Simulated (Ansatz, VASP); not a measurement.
MoS2 in VASP and in Ansatz

The input INCAR:

```
ALGO = Normal
EDIFF = 1E-6
ENCUT = 520
GGA = PS
ISIF = 2
ISMEAR = 0
ISPIN = 2
LASPH = True
LCHARG = False
LMAXMIX = 4
LORBIT = 11
LREAL = False
LWAVE = False
MAGMOM = 2 2 0 0 0 0
NBANDS = 39
NELM = 150
PREC = Accurate
SIGMA = 0.05
```

The input KPOINTS:

```
k-points
0
Gamma
  7 7 2
```

Contents of POSCAR:

```
MoS2
1.0
    3.1610015200      0.0000000000      0.0000000000
   -1.5805007600      2.7375076200      0.0000000000
    0.0000000000      0.0000000000     12.2949997000
Mo S
2 4
Direct
    0.3333333333      0.6666666667      0.2500000000
    0.6666666667      0.3333333333      0.7500000000
    0.3333333333      0.6666666667      0.6275000000
    0.6666666667      0.3333333333      0.1275000000
    0.3333333333      0.6666666667      0.8725000000
    0.6666666667      0.3333333333      0.3725000000
```

Input for Ansatz:

```yaml
crystal:
  lattice:
    - [3.16100152, 0.0, 0.0]
    - [-1.58050076, 2.73750762, 0.0]
    - [0.0, 0.0, 12.2949997]
  atoms:
    - { symbol: Mo, position: [0.3333333333, 0.6666666667, 0.25], spin: 2.0 }
    - { symbol: Mo, position: [0.6666666667, 0.3333333333, 0.75], spin: 2.0 }
    - { symbol: S, position: [0.3333333333, 0.6666666667, 0.6275] }
    - { symbol: S, position: [0.6666666667, 0.3333333333, 0.1275] }
    - { symbol: S, position: [0.3333333333, 0.6666666667, 0.8725] }
    - { symbol: S, position: [0.6666666667, 0.3333333333, 0.3725] }
basis:
  ecutwfc: 420
  ecutrho_ratio: 4
kpoints:
  mp_grid: { grid: [7, 7, 2] }
hamiltonian:
  xc: pbesol
scf:
  occupations: { method: gaussian, width: 0.05 }
  lower_state_search: "off"
  max_iter: 150
output:
  forces: true
  stress: true
  eigenvalues: true
  populations: true
  hubbard: { sites: [{ site: 0, l: d }, { site: 1, l: d }] }
magnetization:
  spin_polarized: true
```

Alike in both runs: task single point; functional PBEsol; k mesh 7 × 7 × 2; occupations gaussian, width 0.05 eV; collinear spin.

|  | VASP | Ansatz |
| --- | --- | --- |
| version | VASP 6.6.1 | Ansatz 0.2.0 |
| potentials or method | VASP PAW PBE potentials, release 64 (Mo_sv, S) | scalar-relativistic, plane waves, PAW |
| plane-wave cutoff (eV) | 520 | 420 |
| valence electrons in the cell | 52 | 52 |

|  | VASP | Ansatz | Ansatz less VASP |
| --- | --- | --- | --- |
| gap on the k mesh at the Fermi level (eV) | 0.98 | 0.96 | -0.018 |
| least direct gap on the mesh (eV) | 1.99 | 1.97 | -0.016 |
| pressure (GPa) | 3.8 | 3.9 | +0.03 |
| largest component of the traceless stress (GPa) | 4.85 | 4.88 | +0.023 |
| rms of the force components (eV/Å) | 0.441 | 0.441 | +0.0005 |
| net moment per atom (μB) | 0.00 | 0.00 | 0.000 |

Atom by atom the forces differ by 0.001 eV/Å (rms over components). The functional is the same, so the differences come from potentials, cutoffs and numerics. Ansatz warned: «seeded_moment_not_kept».

Caveats: the PAW data sets were made with another functional, which shifts forces and pressure a little (VASP); an odd mesh through Γ misses points on the zone boundary, where band edges often lie; this functional lacks dispersion, which binds the layers, so the pressure and a relaxed spacing across them are unreliable. As with any semilocal functional, this PBEsol gap is likely too small.
